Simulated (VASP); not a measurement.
Here is a VASP 6.6.1 calculation.

Contents of INCAR:

```
SYSTEM = WSe2
  PREC = Accurate
  ENCUT = 600
  EDIFF = 1E-7
  ISMEAR = 0
  SIGMA = 0.03
  LREAL = .FALSE.
  LASPH = .TRUE.
  NELM = 80
  ALGO = Fast
  ISIF = 4
  LWAVE = .FALSE.
  LCHARG = .FALSE.
  GGA = PE
  IVDW = 12
  IBRION = 2
  NSW = 40
  EDIFFG = -0.01
  KPAR = 2
```

The input KPOINTS:

```
Automatic mesh
0
G
  9 9 2
  0 0 0
```

File POSCAR:

```
WSe2                                    
1.0
    3.2593214284      0.0000000000      0.0000000000
   -1.6296607141      2.8226551561      0.0000000000
    0.0000000000      0.0000000000     12.7058056497
  W               Se            
     2     4
Direct
     0.3333333332999970    0.6666666667000030    0.2500000000000000
     0.6666666667000030    0.3333333332999970    0.7500000000000000
     0.3333333332999970    0.6666666667000030    0.6181949418054202
     0.6666666667000030    0.3333333332999970    0.1181949418054202
     0.3333333332999970    0.6666666667000030    0.8818050581945798
     0.6666666667000030    0.3333333332999970    0.3818050581945798
```

Potentials or basis: VASP PAW PBE potentials, release 64 (W_sv, Se).

The run is started by

```sh
$ cat potpaw_PBE.64/W_sv/POTCAR potpaw_PBE.64/Se/POTCAR > POTCAR
$ mpirun -np 2 vasp_std > vasp.out
```

Task: Estimate the dispersion energy per atom.

Result: -0.485 eV.

Task: Estimate the band gap on the k mesh.

Result: 0.93 eV, indirect (least direct gap 1.58 eV).

Task: Predict the energy gained by relaxing.

Result: 2.4 meV/atom.

Final structure:
```
W Se
1.0
     3.26926    0.00000    0.00000
    -1.63463    2.83127    0.00000
     0.00000    0.00000   12.62865
W Se
2 4
Direct
  0.33333 0.66667 0.25000
  0.66667 0.33333 0.75000
  0.33333 0.66667 0.61637
  0.66667 0.33333 0.11637
  0.33333 0.66667 0.88363
  0.66667 0.33333 0.38363
```

Caveat: spin-orbit coupling is left out, which moves the levels of the heavy elements; an odd mesh through Γ misses points on the zone boundary, where band edges often lie.
